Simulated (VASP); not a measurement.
# MoS2 (P6_3/mmc) in VASP: further runs

One crystal, MoS2, is run at these levels: rev-vdW-DF2, optB88-vdW, LDA, PBE+D3(BJ); tasks: relaxation of the atoms.

All numbers are computed with VASP 6.6.1; they aren't measurements. Logs are shortened: lines on timing, memory, paths and dates and some standing lists are left out, and cuts for length are marked.

## (1) The structure

Symmetry: P6_3/mmc, No. 194, hexagonal system. Conventional cell: a = 3.169 Å, b = 3.169 Å, c = 12.940 Å, α = 90.00°, β = 90.00°, γ = 120.00°. Mo (site symmetry -6m2) is surrounded by 6 S at 2.41 Å. Around S (site symmetry 3m) lie 3 Mo at 2.41 Å.

## (2) Relaxation of the atoms, rev-vdW-DF2

Input file INCAR:

```
SYSTEM = MoS2
  PREC = Accurate
  ENCUT = 520
  EDIFF = 1E-6
  ISMEAR = 0
  SIGMA = 0.05
  LREAL = .FALSE.
  LASPH = .TRUE.
  NELM = 80
  ALGO = Normal
  ISIF = 2
  LWAVE = .FALSE.
  LCHARG = .FALSE.
  GGA = MK
  LUSE_VDW = .TRUE.
  AGGAC = 0.0
  PARAM1 = 0.1234
  PARAM2 = 0.711357
  ZAB_VDW = -1.8867
  IBRION = 2
  NSW = 60
  EDIFFG = -0.01
  KPAR = 2
```

Input file KPOINTS:

```
regular mesh
0
G
  12 12 3
  0 0 0
```

Input file POSCAR:

```
MoS2
1.0
    3.1690000000      0.0000000000      0.0000000000
   -1.5845000000      2.7444345000      0.0000000000
    0.0000000000      0.0000000000     12.9402000000
Mo S
2 4
Direct
    0.3333333300      0.6666666700      0.2500000000
    0.6666666700      0.3333333300      0.7500000000
    0.3333333300      0.6666666700      0.6290476200
    0.6666666700      0.3333333300      0.1290476200
    0.3333333300      0.6666666700      0.8709523800
    0.6666666700      0.3333333300      0.3709523800
```

Potentials or basis: VASP PAW PBE potentials, release 64 (Mo_sv, S).

Launch:

```sh
$ cat potpaw_PBE.64/Mo_sv/POTCAR potpaw_PBE.64/S/POTCAR > POTCAR
$ mpirun -np 2 vasp_std > vasp.out
```

OUTCAR:

```text
SYSTEM = MoS2
   PREC = Accurate
   ENCUT = 520
   EDIFF = 1E-6
   ISMEAR = 0
   LREAL = .FALSE.
   LASPH = .TRUE.
   NELM = 80
   ISIF = 2
   GGA = MK
   IBRION = 2
   NSW = 60
   EDIFFG = -0.01

 ion  position               nearest neighbor table
   1  0.333  0.667  0.250-   4 2.41   6 2.41   4 2.41   6 2.41   4 2.41   6 2.41
   2  0.667  0.333  0.750-   3 2.41   5 2.41   3 2.41   5 2.41   3 2.41   5 2.41
   3  0.333  0.667  0.629-   2 2.41   2 2.41   2 2.41
   4  0.667  0.333  0.129-   1 2.41   1 2.41   1 2.41
   5  0.333  0.667  0.871-   2 2.41   2 2.41   2 2.41
   6  0.667  0.333  0.371-   1 2.41   1 2.41   1 2.41

  LATTYP: Found a hexagonal cell.
 ALAT       =     3.1690000000
 C/A-ratio  =     4.0833701483

  Lattice vectors:

 A1 = (   3.1690000000,   0.0000000000,   0.0000000000)
 A2 = (  -1.5845000000,   2.7444345000,   0.0000000000)
 A3 = (   0.0000000000,   0.0000000000,  12.9402000000)

Analysis of symmetry for initial positions (statically):
=====================================================================
 Subroutine PRICEL returns:
 Original cell was already a primitive cell.

 Routine SETGRP: Setting up the symmetry group for a
 hexagonal supercell.

 Subroutine GETGRP returns: Found 24 space group operations
 (whereof 12 operations were pure point group operations)
 out of a pool of 24 trial point group operations.

The static configuration has the point symmetry D_3d.
 The point group associated with its full space group is D_6h.

Analysis of symmetry for dynamics (positions and initial velocities):
=====================================================================
 Subroutine PRICEL returns:
 Original cell was already a primitive cell.

 Routine SETGRP: Setting up the symmetry group for a
 hexagonal supercell.

 Subroutine GETGRP returns: Found 24 space group operations
 (whereof 12 operations were pure point group operations)
 out of a pool of 24 trial point group operations.

The dynamic configuration has the point symmetry D_3d.
 The point group associated with its full space group is D_6h.

 Subroutine INISYM returns: Found 24 space group operations
 (whereof 12 operations are pure point group operations),
 and found     1 'primitive' translations

----------------------------------------------------------------------------------------

                                     Primitive cell

  volume of cell :     112.5424

  direct lattice vectors                    reciprocal lattice vectors
     3.169000000  0.000000000  0.000000000     0.315556958  0.182186895  0.000000000
    -1.584500000  2.744434500  0.000000000     0.000000000  0.364373790  0.000000000
     0.000000000  0.000000000 12.940200000     0.000000000  0.000000000  0.077278558

  length of vectors
     3.169000000  3.168999996 12.940200000     0.364373789  0.364373790  0.077278558

  position of ions in fractional coordinates (direct lattice)
     0.333333330  0.666666670  0.250000000
     0.666666670  0.333333330  0.750000000
     0.333333330  0.666666670  0.629047620
     0.666666670  0.333333330  0.129047620
     0.333333330  0.666666670  0.870952380
     0.666666670  0.333333330  0.370952380

  ion indices of the primitive-cell ions
   primitive index   ion index
                 1           1
                 2           2
                 3           3
                 4           4
                 5           5
                 6           6

----------------------------------------------------------------------------------------

 KPOINTS: regular mesh

Automatic generation of k-mesh.
 Grid dimensions read from file:
 generate k-points for:   12   12    3

 Generating k-lattice:

  Cartesian coordinates                     Fractional coordinates (reciprocal lattice)
     0.026296413  0.015182241  0.000000000     0.083333333  0.000000000  0.000000000
     0.000000000  0.030364482  0.000000000     0.000000000  0.083333333  0.000000000
     0.000000000  0.000000000  0.025759519     0.000000000  0.000000000  0.333333333

  Length of vectors
[... 51 lines left out ...]
  Direction    XX          YY          ZZ          XY          YZ          ZX
  --------------------------------------------------------------------------------------
  -------------------------------------------------------------------------------------
  Total       -0.0716966     -0.0716966     -0.3671557      0.0000000     -0.0000000      0.0000000
  in kB       -1.0206874     -1.0206874     -5.2269063      0.0000000     -0.0000000      0.0000000
  external PRESSURE =      -2.4227604 kB  Pullay stress =       0.0000000 kB

 VOLUME and BASIS-vectors are now :
 -----------------------------------------------------------------------------
  energy-cutoff  :      520.00
  volume of cell :      112.54
      direct lattice vectors                 reciprocal lattice vectors
     3.169000000  0.000000000  0.000000000     0.315556958  0.182186895  0.000000000
    -1.584500000  2.744434500  0.000000000     0.000000000  0.364373790  0.000000000
     0.000000000  0.000000000 12.940200000     0.000000000  0.000000000  0.077278558
[... 54 lines left out ...]
  FREE ENERGIE OF THE ION-ELECTRON SYSTEM (eV)
  ---------------------------------------------------
  free  energy   TOTEN  =       -33.5715622954 eV

  energy  without entropy=      -33.5715622954  energy(sigma->0) =      -33.57156230

Total vdW correction in eV:      6.4110721

--------------------------------------- Ionic step        3  -------------------------------------------

 number of electron      52.0000001 magnetization

 Free energy of the ion-electron system (eV)
  ---------------------------------------------------
  ext. energy  EPLUGINS =         0.00000000
  ---------------------------------------------------
  free energy    TOTEN  =       -33.57157722 eV

  energy without entropy =      -33.57157722  energy(sigma->0) =      -33.57157722

 E-fermi :   6.9332     XC(G=0): -10.6079

 val. band max:        6.5857114914   @ k =   0.0000   0.0000   0.0000
 cond. band min:       7.6816210610   @ k =   0.1667   0.1667   0.0000
 fundamental gap:      1.0959095697
 Fermi energy:         6.9331792382

 k-point     1 :       0.0000    0.0000    0.0000
  band No.  band energies     occupation
      1     -54.7065      2.00000
      2     -54.7065      2.00000
      3     -28.8761      2.00000
      4     -28.8760      2.00000
      5     -28.6523      2.00000
      6     -28.6523      2.00000
[... 805 lines left out ...]
     30       8.5588      0.00000
     31       9.4543      0.00000

 [... further k-points ...]

------------------------ aborting loop because EDIFF is reached ----------------------------------------

  FORCE on cell =-STRESS in cart. coord.  units (eV):
  Direction    XX          YY          ZZ          XY          YZ          ZX
  --------------------------------------------------------------------------------------
  -------------------------------------------------------------------------------------
  Total       -0.3150657     -0.3150657     -1.0968773      0.0000000      0.0000000      0.0000000
  in kB       -4.4853423     -4.4853423    -15.6153792      0.0000000      0.0000000      0.0000000
  external PRESSURE =      -8.1953546 kB  Pullay stress =       0.0000000 kB

 VOLUME and BASIS-vectors are now :
 -----------------------------------------------------------------------------
  energy-cutoff  :      520.00
  volume of cell :      112.54
      direct lattice vectors                 reciprocal lattice vectors
     3.169000000  0.000000000  0.000000000     0.315556958  0.182186895  0.000000000
    -1.584500000  2.744434500  0.000000000     0.000000000  0.364373790  0.000000000
     0.000000000  0.000000000 12.940200000     0.000000000  0.000000000  0.077278558

 POSITION                                       TOTAL-FORCE (eV/Angst)
 -----------------------------------------------------------------------------------
     -0.00000      1.82962      3.23505         0.000000     -0.000000     -0.000000
      1.58450      0.91481      9.70515        -0.000000      0.000000     -0.000000
     -0.00000      1.82962      8.13338         0.000000      0.000000     -0.000320
      1.58450      0.91481      1.66328        -0.000000     -0.000000     -0.000320
     -0.00000      1.82962     11.27692         0.000000     -0.000000      0.000320
      1.58450      0.91481      4.80682        -0.000000     -0.000000      0.000320
 -----------------------------------------------------------------------------------
    total drift:                               -0.000014      0.000008     -0.000000

  FREE ENERGIE OF THE ION-ELECTRON SYSTEM (eV)
  ---------------------------------------------------
  free  energy   TOTEN  =       -33.5715772154 eV

  energy  without entropy=      -33.5715772154  energy(sigma->0) =      -33.57157722

Total vdW correction in eV:      6.4110864

 reached required accuracy - stopping structural energy minimisation
```

Wall time 4.5 min (2 MPI ranks of Intel Xeon Platinum 8488C (Sapphire Rapids), shared host); peak memory 0.57 GiB.

Results:

```
Free energy               : -33.5716 eV
Energy gained by relaxing : 0.3 meV/atom
Ionic steps               : 3
Pressure after relaxing   : -0.8 GPa
Band gap on the k mesh    : 1.10 eV, indirect (least direct gap 1.70 eV)
```

Stress tensor (GPa, compression positive):
```
-0.45  0.00  0.00
 0.00 -0.45  0.00
 0.00  0.00 -1.56
```

The path:
```tsv
step	energy change (eV)	largest force (eV/Å)	pressure (GPa)
1	0.0000	0.1245	-0.24
2	-0.0016	0.0114	-0.76
3	-0.0016	0.0003	-0.82
```

Final structure:
```
Mo S
1.0
     3.16900    0.00000    0.00000
    -1.58450    2.74443    0.00000
     0.00000    0.00000   12.94020
Mo S
2 4
Direct
  0.33333 0.66667 0.25000
  0.66667 0.33333 0.75000
  0.33333 0.66667 0.62854
  0.66667 0.33333 0.12854
  0.33333 0.66667 0.87146
  0.66667 0.33333 0.37146
```

Levels at points of the mesh, in eV from the valence-band top:
| k point | band 23 | band 24 | band 25 | band 26 | band 27 | band 28 | band 29 | band 30 |
| --- | --- | --- | --- | --- | --- | --- | --- | --- |
| (0.00, 0.00, 0.00) | -1.90 | -1.36 | -0.95 | 0.00 | 2.32 | 2.32 | 2.33 | 2.33 |
| (0.50, 0.00, 0.00) | -1.44 | -1.33 | -1.15 | -1.09 | 1.80 | 1.82 | 2.19 | 2.40 |

Caveat: the PAW data sets were made with another functional, which shifts forces and pressure a little; an odd mesh through Γ misses points on the zone boundary, where band edges often lie.

## (3) Relaxation of the atoms, optB88-vdW

Input file INCAR:

```
SYSTEM = MoS2
AGGAC = 0.0
ALGO = Normal
EDIFF = 1E-6
EDIFFG = -0.02
ENCUT = 520
GGA = BO
IBRION = 2
ISIF = 2
ISMEAR = 0
KPAR = 2
LASPH = .True.
LCHARG = .False.
LREAL = .False.
LUSE_VDW = .True.
LWAVE = .False.
NELM = 60
NSW = 60
PARAM1 = 0.1833333333
PARAM2 = 0.22
PREC = Accurate
SIGMA = 0.05
```

Input file KPOINTS:

```
k-points
0
Gamma
  12 12 3
  0 0 0
```

POSCAR is that of step 2.

Potentials or basis: VASP PAW PBE potentials, release 64 (Mo_sv, S).

Launch:

```sh
$ cat potpaw_PBE.64/Mo_sv/POTCAR potpaw_PBE.64/S/POTCAR > POTCAR
$ mpirun -np 2 vasp_std > vasp.out
```

Wall time 7.9 min (2 MPI ranks of Intel Xeon Platinum 8375C at 2.90GHz (Ice Lake), shared host); peak memory 0.57 GiB.

The run converged. Its results:

| Property | Result |
| --- | --- |
| Free energy | -31.3051 eV |
| Energy gained by relaxing | 1.5 meV/atom |
| Ionic steps | 3 |
| Pressure after relaxing | 0.7 GPa |
| Band gap on the k mesh | 1.11 eV, indirect (least direct gap 1.70 eV) |

Stress tensor (GPa, compression positive):
```
 1.64  0.00  0.00
 0.00  1.64  0.00
 0.00  0.00 -1.28
```

The path:
```
step  energy change (eV)  largest force (eV/Å)  pressure (GPa)
   1              0.0000                0.2871            2.05
   2             -0.0086                0.0275            0.82
   3             -0.0087                0.0014            0.67
```

Final structure:
```yaml
crystal:
  lattice:
    - [3.16900, 0.00000, 0.00000]
    - [-1.58450, 2.74443, 0.00000]
    - [0.00000, 0.00000, 12.94020]
  atoms:
    - { symbol: Mo, position: [0.33333, 0.66667, 0.25000] }
    - { symbol: Mo, position: [0.66667, 0.33333, 0.75000] }
    - { symbol: S, position: [0.33333, 0.66667, 0.62786] }
    - { symbol: S, position: [0.66667, 0.33333, 0.12786] }
    - { symbol: S, position: [0.33333, 0.66667, 0.87214] }
    - { symbol: S, position: [0.66667, 0.33333, 0.37214] }
```

Levels at points of the mesh, in eV from the valence-band top:
| k point | band 22 | band 23 | band 24 | band 25 | band 26 | band 27 | band 28 | band 29 | band 30 | band 31 |
| --- | --- | --- | --- | --- | --- | --- | --- | --- | --- | --- |
| (0.00, 0.00, 0.00) | -1.84 | -1.84 | -1.35 | -0.93 | 0.00 | 2.34 | 2.34 | 2.35 | 2.35 | 2.47 |
| (0.50, 0.00, 0.00) | -2.32 | -1.39 | -1.28 | -1.08 | -1.04 | 1.82 | 1.84 | 2.20 | 2.41 | 3.09 |

Caveat: the PAW data sets were made with another functional, which shifts forces and pressure a little; an odd mesh through Γ misses points on the zone boundary, where band edges often lie.

## (4) Relaxation of the atoms, LDA

Input file INCAR:

```
ALGO = Normal ; EDIFF = 1E-6
EDIFFG = -0.01 ; ENCUT = 520
GGA = CA ; IBRION = 2
ISIF = 2 ; ISMEAR = 0
KPAR = 2 ; LASPH = True
LCHARG = False ; LREAL = False
LWAVE = False ; NELM = 80
NSW = 40 ; PREC = Accurate
SIGMA = 0.05
```

Input file KPOINTS:

```
k-points
0
Gamma
  12 12 3
```

POSCAR is that of step 3.

Potentials or basis: VASP PAW LDA potentials, release 64 (Mo_sv, S).

Launch:

```sh
$ cat potpaw_LDA.64/Mo_sv/POTCAR potpaw_LDA.64/S/POTCAR > POTCAR
$ mpirun -np 2 vasp_std > vasp.out
```

Run time: 86 s. Hardware: 2 MPI ranks of Intel Xeon 6975P-C (Granite Rapids), shared host; peak memory 0.23 GiB.

It converged, with:

- Free energy: -48.8634 eV
- Energy gained by relaxing: 3.6 meV/atom
- Ionic steps: 3
- Pressure after relaxing: -3.4 GPa
- Band gap on the k mesh: 1.07 eV, indirect (least direct gap 1.65 eV)

Stress tensor (GPa, compression positive):
```
-4.21  0.00  0.00
 0.00 -4.21  0.00
 0.00  0.00 -1.68
```

The path:
| step | energy change (eV) | largest force (eV/Å) | pressure (GPa) |
| --- | --- | --- | --- |
| 1 | 0.0000 | 0.4446 | -5.60 |
| 2 | -0.0212 | 0.0457 | -3.59 |
| 3 | -0.0214 | 0.0011 | -3.37 |

Final structure:
```yaml
crystal:
  lattice:
    - [3.16900, 0.00000, 0.00000]
    - [-1.58450, 2.74443, 0.00000]
    - [0.00000, 0.00000, 12.94020]
  atoms:
    - { symbol: Mo, position: [0.33333, 0.66667, 0.25000] }
    - { symbol: Mo, position: [0.66667, 0.33333, 0.75000] }
    - { symbol: S, position: [0.33333, 0.66667, 0.63089] }
    - { symbol: S, position: [0.66667, 0.33333, 0.13089] }
    - { symbol: S, position: [0.33333, 0.66667, 0.86911] }
    - { symbol: S, position: [0.66667, 0.33333, 0.36911] }
```

Levels at points of the mesh, in eV from the valence-band top:
| k point | band 22 | band 23 | band 24 | band 25 | band 26 | band 27 | band 28 | band 29 | band 30 | band 31 |
| --- | --- | --- | --- | --- | --- | --- | --- | --- | --- | --- |
| (0.00, 0.00, 0.00) | -2.14 | -2.14 | -1.42 | -0.96 | 0.00 | 2.22 | 2.22 | 2.24 | 2.24 | 2.50 |
| (0.50, 0.00, 0.00) | -2.35 | -1.61 | -1.52 | -1.26 | -1.19 | 1.68 | 1.70 | 2.13 | 2.31 | 3.03 |

Caveat: an odd mesh through Γ misses points on the zone boundary, where band edges often lie.

## (5) Relaxation of the atoms, PBE+D3(BJ)

Input file INCAR:

```
PREC     = Accurate       # precision mode
ENCUT    = 520            # plane-wave cutoff, eV
EDIFF    = 1E-6           # SCF threshold, eV
ISMEAR   = 0              # smearing method
SIGMA    = 0.05           # smearing width, eV
LREAL    = F              # projectors in reciprocal space
LASPH    = T              # aspherical terms in the spheres
NELM     = 100            # most SCF steps
ALGO     = Normal         # electronic algorithm
ISIF     = 2              # what is computed and relaxed
LWAVE    = F              # write WAVECAR
LCHARG   = F              # write CHGCAR
GGA      = PE             # functional
IVDW     = 12             # dispersion correction
IBRION   = 2              # ionic algorithm
NSW      = 40             # ionic steps
EDIFFG   = -0.02          # ionic threshold
KPAR     = 2
```

Input file KPOINTS:

```
Automatic mesh
0
Gamma
  12 12 3
```

POSCAR is that of step 4.

Potentials or basis: VASP PAW PBE potentials, release 64 (Mo_sv, S).

Launch:

```sh
$ cat potpaw_PBE.64/Mo_sv/POTCAR potpaw_PBE.64/S/POTCAR > POTCAR
$ mpirun -np 2 vasp_std > vasp.out
```

Run time: 39 s. Hardware: 2 MPI ranks of Intel Xeon 6975P-C (Granite Rapids), shared host; peak memory 0.27 GiB.

The run converged. Its results:

* Free energy: -46.0961 eV
* Pressure after relaxing: -2.1 GPa
* Largest force after relaxing: 0.010 eV/Å
* Band gap on the k mesh: 1.15 eV, indirect (least direct gap 1.68 eV)
* Dispersion energy per atom: -0.403 eV

Forces on the atoms (eV/Å):
```
Mo   0.000  0.000  0.000
Mo   0.000  0.000  0.000
S    0.000  0.000  0.010
S    0.000  0.000  0.010
S    0.000  0.000 -0.010
S    0.000  0.000 -0.010
```

Stress tensor (GPa, compression positive):
```
-2.03  0.00  0.00
 0.00 -2.03  0.00
 0.00  0.00 -2.38
```

Final structure:
```
Mo S
1.0
     3.16900    0.00000    0.00000
    -1.58450    2.74443    0.00000
     0.00000    0.00000   12.94020
Mo S
2 4
Direct
  0.33333 0.66667 0.25000
  0.66667 0.33333 0.75000
  0.33333 0.66667 0.62905
  0.66667 0.33333 0.12905
  0.33333 0.66667 0.87095
  0.66667 0.33333 0.37095
```

Levels at points of the mesh, in eV from the valence-band top:
```csv
k point,band 22,band 23,band 24,band 25,band 26,band 27,band 28,band 29,band 30,band 31
"(0.00, 0.00, 0.00)",-1.95,-1.95,-1.39,-0.91,0.00,2.30,2.30,2.32,2.32,2.51
"(0.50, 0.00, 0.00)",-2.35,-1.48,-1.38,-1.17,-1.11,1.80,1.83,2.22,2.41,3.12
```

Caveat: the relaxation stopped at its first step, so nothing moved; an odd mesh through Γ misses points on the zone boundary, where band edges often lie.

## (6) Overview

```csv
level,potentials or basis,gap on the mesh (eV),pressure (GPa)
rev-vdW-DF2,"VASP PAW PBE potentials, release 64 (Mo_sv, S)",1.10,-0.8
optB88-vdW,"VASP PAW PBE potentials, release 64 (Mo_sv, S)",1.11,0.7
LDA,"VASP PAW LDA potentials, release 64 (Mo_sv, S)",1.07,-3.4
PBE+D3(BJ),"VASP PAW PBE potentials, release 64 (Mo_sv, S)",1.15,-2.1
```

Alike in all rows: task relaxation of the atoms; no spin polarisation; cell atoms relaxed; k mesh 12 × 12 × 3; cutoff (eV) 520; smearing gaussian 0.05 eV.

Caveats: an odd mesh through Γ misses points on the zone boundary, where band edges often lie; the PAW data sets were made with another functional, which shifts forces and pressure a little (some runs); the relaxation stopped at its first step, so nothing moved (some runs).

Total energies depend on the potentials used, so only differences within one code and one set of settings carry meaning.

## (7) Against experiment

Step 2. The gap isn't set beside the deposited one, since this odd mesh misses points on the zone boundary.

Step 3. The gap isn't set beside the deposited one, since this odd mesh misses points on the zone boundary.

Step 4. The gap isn't set beside the deposited one, since this odd mesh misses points on the zone boundary.

Step 5. The gap isn't set beside the deposited one, since this odd mesh misses points on the zone boundary.
